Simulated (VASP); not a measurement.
# AgCl (Pm-3m) in VASP: further runs

One crystal, AgCl, is run at these levels: PBE; tasks: single point.

All numbers are computed with VASP 6.6.1; they aren't measurements. Logs are shortened: lines on timing, memory, paths and dates and some standing lists are left out, and cuts for length are marked.

## Step 1: The crystal as given

The structure is cubic, space group Pm-3m (No. 221). Conventional cell: a = 3.434 Å, b = 3.434 Å, c = 3.434 Å, α = 90.00°, β = 90.00°, γ = 90.00°. Ag (site symmetry m-3m) has 8 Cl at 2.97 Å as nearest neighbours. Cl (site symmetry m-3m) is surrounded by 8 Ag at 2.97 Å.

Measurements of this composition are mostly on another form, of space group No. 225.

## Step 2: Single point, PBE

Input file INCAR:

```
PREC     = Accurate       # precision mode
ENCUT    = 220            # plane-wave cutoff, eV
EDIFF    = 1E-6           # SCF threshold, eV
ISMEAR   = 0              # smearing method
SIGMA    = 0.05           # smearing width, eV
LREAL    = F              # projectors in reciprocal space
LASPH    = T              # aspherical terms in the spheres
NELM     = 100            # most SCF steps
ALGO     = Normal         # electronic algorithm
ISIF     = 2              # what is computed and relaxed
LWAVE    = F              # write WAVECAR
LCHARG   = F              # write CHGCAR
GGA      = PE             # functional
ADDGRID  = F
```

Input file KPOINTS:

```
Automatic mesh
0
Gamma
  4 4 4
```

Input file POSCAR:

```
AgCl
1.0
    3.4339730000      0.0000000000      0.0000000000
    0.0000000000      3.4339730000      0.0000000000
    0.0000000000      0.0000000000      3.4339730000
Ag Cl
1 1
Direct
    0.0000000000      0.0000000000      0.0000000000
    0.5000000000      0.5000000000      0.5000000000
```

Potentials or basis: VASP PAW PBE potentials, release 64 (Ag, Cl).

Launch:

```bash
$ cat potpaw_PBE.64/Ag/POTCAR potpaw_PBE.64/Cl/POTCAR > POTCAR
$ mpirun -np 1 vasp_std > vasp.out
```

OUTCAR:

```text
PREC = Accurate
   ENCUT = 220
   EDIFF = 1E-6
   ISMEAR = 0
   LREAL = F
   LASPH = T
   NELM = 100
   ISIF = 2
   GGA = PE

 Found     10 irreducible k-points:

 Following reciprocal coordinates:
            Coordinates               Weight
  0.000000  0.000000  0.000000      1.000000
  0.250000  0.000000  0.000000      6.000000
  0.500000  0.000000  0.000000      3.000000
  0.250000  0.250000  0.000000     12.000000
  0.500000  0.250000  0.000000     12.000000
  0.500000  0.500000  0.000000      3.000000
   k-points           NKPTS =     10   k-points in BZ     NKDIM =     10   number of bands    NBANDS=     13
   number of dos      NEDOS =    301   number of ions     NIONS =      2
   total plane-waves  NPLWV =   5832
   dimension x,y,z NGX =    18 NGY =   18 NGZ =   18
   dimension x,y,z NGXF=    36 NGYF=   36 NGZF=   36
   ions per type =               1   1
   NGX,Y,Z   is equivalent  to a cutoff of   8.71,  8.71,  8.71 a.u.
   NGXF,Y,Z  is equivalent  to a cutoff of  17.43, 17.43, 17.43 a.u.
 SYSTEM =  unknown system
   PREC   = accura    normal or accurate (medium, high low for compatibility)
   ISTART =      0    job   : 0-new  1-cont  2-samecut
   ICHARG =      2    charge: 1-file 2-atom 10-const
   ISPIN  =      1    spin polarized calculation?
   LNONCOLLINEAR =      F non collinear calculations
   LSORBIT =      F    spin-orbit coupling
   LASPH  =      T    aspherical Exc in radial PAW
   ENCUT  =  220.0 eV  16.17 Ry    4.02 a.u.   4.15  4.15  4.15*2*pi/ulx,y,z
   NELM   =    100;   NELMIN=  2; NELMDL= -5     # of ELM steps
   EDIFF  = 0.1E-05   stopping-criterion for ELM
   LREAL  =      F    real-space projection
   EDIFFG = 0.1E-04   stopping-criterion for IOM
   NSW    =      0    number of steps for IOM
   IBRION =     -1    ionic relax: 0-MD 1-quasi-New 2-CG
   NFREE  =      0    steps in history (QN), initial steepest desc. (CG)
   ISIF   =      2    stress and relaxation
   ISYM   =      2    0-nonsym 1-usesym 2-fastsym
   POTIM  = 0.5000    time-step for ionic-motion
   TEBEG  =    0.0;   TEEND  =   0.0 temperature during run
   PSTRESS=    0.0 pullay stress
   NELECT =      18.0000    total number of electrons
   NUPDOWN=      -1.0000    fix difference up-down
   EMIN   =  10.00;   EMAX   =-10.00  energy-range for DOS
   EFERMI =   0.00;   METHOD = LEGACY
   ISMEAR =     0;   SIGMA  =   0.05  broadening in eV -4-tet -1-fermi 0-gaus
   EFERMI_NEDOS =   21; number of points for ismear=-14 and -15
   IALGO  =     38    algorithm
   IMIX   =      4    mixing-type and parameters
     AMIX     =   0.40;   BMIX     =  1.00
     AMIX_MAG =   1.60;   BMIX_MAG =  1.00
  volume/ion in A,a.u.               =      20.25       136.63
  Fermi-wavevector in a.u.,A,eV,Ry     =   1.249402  2.361027 21.238760  1.561005
  Thomas-Fermi vector in A             =   2.383444
   LORBIT       =      0    0 simple, 1 ext, 2 COOP (PROOUT), +10 PAW based schemes
   GGA     = PE    functional components
   LHFCALC =     F    Hartree Fock is set to
   AEXX    =    0.0000 exact exchange contribution
   IVDW    =     0    specifies the selected vdW correction
   LEPSILON=     F    determine dielectric tensor
   LRPA    =     F    only Hartree local field effects (RPA)
 non-spin polarized calculation
 Gauss-broadening in eV      SIGMA  =   0.05
  energy-cutoff  :      220.00
  volume of cell :       40.49
 maximum number of plane-waves:       305
 NGX is ok and might be reduce to    18
   NGX =  9   NGY =  9   NGZ =  9

 number of electron      17.9999954 magnetization

 Free energy of the ion-electron system (eV)
  ---------------------------------------------------
  ext. energy  EPLUGINS =         0.00000000
  ---------------------------------------------------
  free energy    TOTEN  =        -5.05976841 eV

  energy without entropy =       -5.05976841  energy(sigma->0) =       -5.05976841

 E-fermi :   4.1717     XC(G=0): -10.3794

 val. band max:        3.9108968853   @ k =   0.5000   0.0000   0.0000
 cond. band min:       4.4547280091   @ k =   0.0000   0.0000   0.0000
 fundamental gap:      0.5438311238
 Fermi energy:         4.1716761619

 k-point     1 :       0.0000    0.0000    0.0000
  band No.  band energies     occupation
      1     -10.6940      2.00000
      2       1.1189      2.00000
      3       1.1189      2.00000
      4       2.0490      2.00000
      5       2.0490      2.00000
      6       2.0490      2.00000
      7       2.4204      2.00000
      8       2.4204      2.00000
      9       2.4204      2.00000
     10       4.4547      0.00000
     11      13.4621      0.00000
     12      13.4621      0.00000
     13      17.5610      0.00000

 k-point     2 :       0.2500    0.0000    0.0000
  band No.  band energies     occupation
      1     -10.4750      2.00000
      2       0.0457      2.00000
      3       1.2005      2.00000
      4       1.3482      2.00000
      5       1.3482      2.00000
      6       1.9874      2.00000
      7       2.0796      2.00000
      8       3.3350      2.00000
      9       3.3350      2.00000
     10       6.3864      0.00000
     11      12.5574      0.00000
     12      13.4491      0.00000
     13      15.4040      0.00000
[... 33 lines left out ...]
 k-point     5 :       0.5000    0.2500    0.0000
  band No.  band energies     occupation
      1     -10.0881      2.00000
      2      -0.5287      2.00000
      3       0.7415      2.00000
      4       1.3158      2.00000
      5       1.4364      2.00000
      6       1.9257      2.00000
      7       2.3651      2.00000
      8       2.5402      2.00000
      9       3.5406      2.00000
     10       7.9575      0.00000
     11      10.6782      0.00000
     12      13.4457      0.00000
     13      14.8062      0.00000

 k-point     6 :       0.5000    0.5000    0.0000
  band No.  band energies     occupation
      1      -9.9343      2.00000
      2       0.3473      2.00000
      3       0.3473      2.00000
      4       1.3593      2.00000
      5       1.7425      2.00000
      6       1.7695      2.00000
      7       1.7695      2.00000
      8       2.3304      2.00000
      9       3.0550      2.00000
     10       6.7091      0.00000
     11      12.8363      0.00000
     12      12.8363      0.00000
     13      14.6055      0.00000

 [... further k-points ...]

------------------------ aborting loop because EDIFF is reached ----------------------------------------

  FORCE on cell =-STRESS in cart. coord.  units (eV):
  Direction    XX          YY          ZZ          XY          YZ          ZX
  --------------------------------------------------------------------------------------
  -------------------------------------------------------------------------------------
  Total       -3.2695309     -3.2695309     -3.2695309      0.0000000      0.0000000     -0.0000000
  in kB     -129.3616066   -129.3616066   -129.3616066      0.0000000      0.0000000     -0.0000000
  external PRESSURE =    -129.3616066 kB  Pullay stress =       0.0000000 kB

 VOLUME and BASIS-vectors are now :
 -----------------------------------------------------------------------------
  energy-cutoff  :      220.00
  volume of cell :       40.49
      direct lattice vectors                 reciprocal lattice vectors
     3.433973000  0.000000000  0.000000000     0.291207881  0.000000000  0.000000000
     0.000000000  3.433973000  0.000000000     0.000000000  0.291207881  0.000000000
     0.000000000  0.000000000  3.433973000     0.000000000  0.000000000  0.291207881

 POSITION                                       TOTAL-FORCE (eV/Angst)
 -----------------------------------------------------------------------------------
      0.00000      0.00000      0.00000         0.000000      0.000000      0.000000
      1.71699      1.71699      1.71699         0.000000      0.000000      0.000000
 -----------------------------------------------------------------------------------
    total drift:                                0.000000     -0.000000     -0.000000

  FREE ENERGIE OF THE ION-ELECTRON SYSTEM (eV)
  ---------------------------------------------------
  free  energy   TOTEN  =        -5.0597684125 eV

  energy  without entropy=       -5.0597684125  energy(sigma->0) =       -5.05976841
```

Run time: 2.6 s. Hardware: 1 thread of AMD EPYC 9R45 (Zen 5), shared host; peak memory 0.08 GiB.

The run converged, but a check on its numbers failed (symmetry, net force, bounds or a known fault of this set-up), so they aren't taken as properties of the crystal.

Caveat: the k mesh is coarse (spacing up to 0.46 Å⁻¹), so the values aren't converged; the cutoff lies under the usual one of these potentials, so the numbers hold a large basis-set error.

## Step 3: Single point, PBE

Edit INCAR of step 2 so:

```diff
@@ -1,3 +1,3 @@
 PREC     = Accurate       # precision mode
-ENCUT    = 220            # plane-wave cutoff, eV
+ENCUT    = 400            # plane-wave cutoff, eV
 EDIFF    = 1E-6           # SCF threshold, eV
```

Input file KPOINTS:

```
Automatic mesh
0
Gamma
  3 3 3
```

POSCAR is that of step 2.

Potentials or basis: VASP PAW PBE potentials, release 64 (Ag, Cl).

Launch:

```bash
$ cat potpaw_PBE.64/Ag/POTCAR potpaw_PBE.64/Cl/POTCAR > POTCAR
$ mpirun -np 1 vasp_std > vasp.out
```

Run time: 2.7 s. Hardware: 1 thread of AMD EPYC 9R45 (Zen 5), shared host; peak memory 0.1 GiB.

The run converged, but some of its settings lie outside the range that counts as converged, so its numbers aren't taken as properties of the crystal.

What came out:

```
Free energy            : -5.0369 eV
Pressure               : 0.1 GPa
Band gap on the k mesh : 0.82 eV, indirect (least direct gap 2.03 eV)
```

Caveat: the k mesh is coarse (spacing up to 0.61 Å⁻¹), so the values aren't converged; an odd mesh through Γ misses points on the zone boundary, where band edges often lie.

## Step 4: Single point, PBE

Edit INCAR of step 3 so:

```diff
@@ -1,3 +1,3 @@
 PREC     = Accurate       # precision mode
-ENCUT    = 400            # plane-wave cutoff, eV
+ENCUT    = 460            # plane-wave cutoff, eV
 EDIFF    = 1E-6           # SCF threshold, eV
```

KPOINTS is that of step 3.

POSCAR is that of step 3.

Potentials or basis: VASP PAW PBE potentials, release 64 (Ag, Cl).

Launch:

```bash
$ cat potpaw_PBE.64/Ag/POTCAR potpaw_PBE.64/Cl/POTCAR > POTCAR
$ mpirun -np 1 vasp_std > vasp.out
```

OUTCAR:

```text
PREC = Accurate
   ENCUT = 460
   EDIFF = 1E-6
   ISMEAR = 0
   LREAL = F
   LASPH = T
   NELM = 100
   ISIF = 2
   GGA = PE

 Found      4 irreducible k-points:

 Following reciprocal coordinates:
            Coordinates               Weight
  0.000000  0.000000  0.000000      1.000000
  0.333333  0.000000  0.000000      6.000000
  0.333333  0.333333  0.000000     12.000000
  0.333333  0.333333  0.333333      8.000000
   k-points           NKPTS =      4   k-points in BZ     NKDIM =      4   number of bands    NBANDS=     13
   number of dos      NEDOS =    301   number of ions     NIONS =      2
   total plane-waves  NPLWV =  13824
   dimension x,y,z NGX =    24 NGY =   24 NGZ =   24
   dimension x,y,z NGXF=    48 NGYF=   48 NGZF=   48
   ions per type =               1   1
   NGX,Y,Z   is equivalent  to a cutoff of  11.62, 11.62, 11.62 a.u.
   NGXF,Y,Z  is equivalent  to a cutoff of  23.24, 23.24, 23.24 a.u.
 SYSTEM =  unknown system
   PREC   = accura    normal or accurate (medium, high low for compatibility)
   ISTART =      0    job   : 0-new  1-cont  2-samecut
   ICHARG =      2    charge: 1-file 2-atom 10-const
   ISPIN  =      1    spin polarized calculation?
   LNONCOLLINEAR =      F non collinear calculations
   LSORBIT =      F    spin-orbit coupling
   LASPH  =      T    aspherical Exc in radial PAW
   ENCUT  =  460.0 eV  33.81 Ry    5.81 a.u.   6.01  6.01  6.01*2*pi/ulx,y,z
   NELM   =    100;   NELMIN=  2; NELMDL= -5     # of ELM steps
   EDIFF  = 0.1E-05   stopping-criterion for ELM
   LREAL  =      F    real-space projection
   EDIFFG = 0.1E-04   stopping-criterion for IOM
   NSW    =      0    number of steps for IOM
   IBRION =     -1    ionic relax: 0-MD 1-quasi-New 2-CG
   NFREE  =      0    steps in history (QN), initial steepest desc. (CG)
   ISIF   =      2    stress and relaxation
   ISYM   =      2    0-nonsym 1-usesym 2-fastsym
   POTIM  = 0.5000    time-step for ionic-motion
   TEBEG  =    0.0;   TEEND  =   0.0 temperature during run
   PSTRESS=    0.0 pullay stress
   NELECT =      18.0000    total number of electrons
   NUPDOWN=      -1.0000    fix difference up-down
   EMIN   =  10.00;   EMAX   =-10.00  energy-range for DOS
   EFERMI =   0.00;   METHOD = LEGACY
   ISMEAR =     0;   SIGMA  =   0.05  broadening in eV -4-tet -1-fermi 0-gaus
   EFERMI_NEDOS =   21; number of points for ismear=-14 and -15
   IALGO  =     38    algorithm
   IMIX   =      4    mixing-type and parameters
     AMIX     =   0.40;   BMIX     =  1.00
     AMIX_MAG =   1.60;   BMIX_MAG =  1.00
  volume/ion in A,a.u.               =      20.25       136.63
  Fermi-wavevector in a.u.,A,eV,Ry     =   1.249402  2.361027 21.238760  1.561005
  Thomas-Fermi vector in A             =   2.383444
   LORBIT       =      0    0 simple, 1 ext, 2 COOP (PROOUT), +10 PAW based schemes
   GGA     = PE    functional components
   LHFCALC =     F    Hartree Fock is set to
   AEXX    =    0.0000 exact exchange contribution
   IVDW    =     0    specifies the selected vdW correction
   LEPSILON=     F    determine dielectric tensor
   LRPA    =     F    only Hartree local field effects (RPA)
 non-spin polarized calculation
 Gauss-broadening in eV      SIGMA  =   0.05
  energy-cutoff  :      460.00
  volume of cell :       40.49
 maximum number of plane-waves:       931
   NGX = 13   NGY = 13   NGZ = 13

 number of electron      17.9999990 magnetization

 Free energy of the ion-electron system (eV)
  ---------------------------------------------------
  ext. energy  EPLUGINS =         0.00000000
  ---------------------------------------------------
  free energy    TOTEN  =        -5.03708382 eV

  energy without entropy =       -5.03708382  energy(sigma->0) =       -5.03708382

 E-fermi :   3.8879     XC(G=0): -10.3738

 val. band max:        3.6470389497   @ k =   0.3333   0.0000   0.0000
 cond. band min:       4.4671097641   @ k =   0.0000   0.0000   0.0000
 fundamental gap:      0.8200708145
 Fermi energy:         3.8878769999

 k-point     1 :       0.0000    0.0000    0.0000
  band No.  band energies     occupation
      1     -10.6288      2.00000
      2       1.1586      2.00000
      3       1.1586      2.00000
      4       2.0952      2.00000
      5       2.0952      2.00000
      6       2.0952      2.00000
      7       2.4335      2.00000
      8       2.4335      2.00000
      9       2.4335      2.00000
     10       4.4671      0.00000
     11      13.3452      0.00000
     12      13.3452      0.00000
     13      17.5521      0.00000

 k-point     2 :       0.3333    0.0000    0.0000
  band No.  band energies     occupation
      1     -10.2882      2.00000
      2      -0.5440      2.00000
      3       1.1948      2.00000
      4       1.1948      2.00000
      5       1.2658      2.00000
      6       2.1325      2.00000
      7       2.2241      2.00000
      8       3.6470      2.00000
      9       3.6470      2.00000
     10       7.2097      0.00000
     11      11.4346      0.00000
     12      13.3401      0.00000
     13      14.5748      0.00000

 k-point     3 :       0.3333    0.3333    0.0000
  band No.  band energies     occupation
      1     -10.0327      2.00000
      2      -0.0390      2.00000
      3       0.5551      2.00000
      4       1.4932      2.00000
      5       1.5155      2.00000
      6       1.8820      2.00000
      7       2.1711      2.00000
      8       2.3685      2.00000
      9       3.4600      2.00000
     10       7.6790      0.00000
     11      11.3084      0.00000
     12      13.1994      0.00000
     13      15.2148      0.00000

 k-point     4 :       0.3333    0.3333    0.3333
  band No.  band energies     occupation
      1      -9.7773      2.00000
      2       0.0513      2.00000
      3       0.0513      2.00000
      4       0.5209      2.00000
      5       2.0259      2.00000
      6       2.0259      2.00000
      7       2.1285      2.00000
      8       3.3570      2.00000
      9       3.3570      2.00000
     10       7.8429      0.00000
     11      10.5367      0.00000
     12      10.5367      0.00000
     13      14.6335      0.00000

------------------------ aborting loop because EDIFF is reached ----------------------------------------

  FORCE on cell =-STRESS in cart. coord.  units (eV):
  Direction    XX          YY          ZZ          XY          YZ          ZX
  --------------------------------------------------------------------------------------
  -------------------------------------------------------------------------------------
  Total        0.0622172      0.0622172      0.0622172      0.0000000      0.0000000     -0.0000000
  in kB        2.4616733      2.4616733      2.4616733      0.0000000      0.0000000     -0.0000000
  external PRESSURE =       2.4616733 kB  Pullay stress =       0.0000000 kB

 VOLUME and BASIS-vectors are now :
 -----------------------------------------------------------------------------
  energy-cutoff  :      460.00
  volume of cell :       40.49
      direct lattice vectors                 reciprocal lattice vectors
     3.433973000  0.000000000  0.000000000     0.291207881  0.000000000  0.000000000
     0.000000000  3.433973000  0.000000000     0.000000000  0.291207881  0.000000000
     0.000000000  0.000000000  3.433973000     0.000000000  0.000000000  0.291207881

 POSITION                                       TOTAL-FORCE (eV/Angst)
 -----------------------------------------------------------------------------------
      0.00000      0.00000      0.00000         0.000000      0.000000      0.000000
      1.71699      1.71699      1.71699         0.000000      0.000000      0.000000
 -----------------------------------------------------------------------------------
    total drift:                                0.000000      0.000000     -0.000000

  FREE ENERGIE OF THE ION-ELECTRON SYSTEM (eV)
  ---------------------------------------------------
  free  energy   TOTEN  =        -5.0370838215 eV

  energy  without entropy=       -5.0370838215  energy(sigma->0) =       -5.03708382
```

Run time: 2.6 s. Hardware: 1 thread of AMD EPYC 9R45 (Zen 5), shared host; peak memory 0.1 GiB.

The run converged, but some of its settings lie outside the range that counts as converged, so its numbers aren't taken as properties of the crystal.

Results:

| Item | Value |
| --- | --- |
| Free energy | -5.0371 eV |
| Pressure | 0.2 GPa |
| Band gap on the k mesh | 0.82 eV, indirect (least direct gap 2.03 eV) |

Caveat: the k mesh is coarse (spacing up to 0.61 Å⁻¹), so the values aren't converged; an odd mesh through Γ misses points on the zone boundary, where band edges often lie.

## Step 5: The reference run

An earlier run on the cell as given: functional PBE; potentials or basis VASP PAW PBE potentials, release 64 (Ag, Cl); cutoff 520 eV; k mesh 8 × 8 × 8; occupations fermi-dirac, width 0.05 eV; no spin polarisation.

* Pressure: -0.3 GPa
* Band gap on the k mesh: 0.57 eV, indirect (least direct gap 2.08 eV)
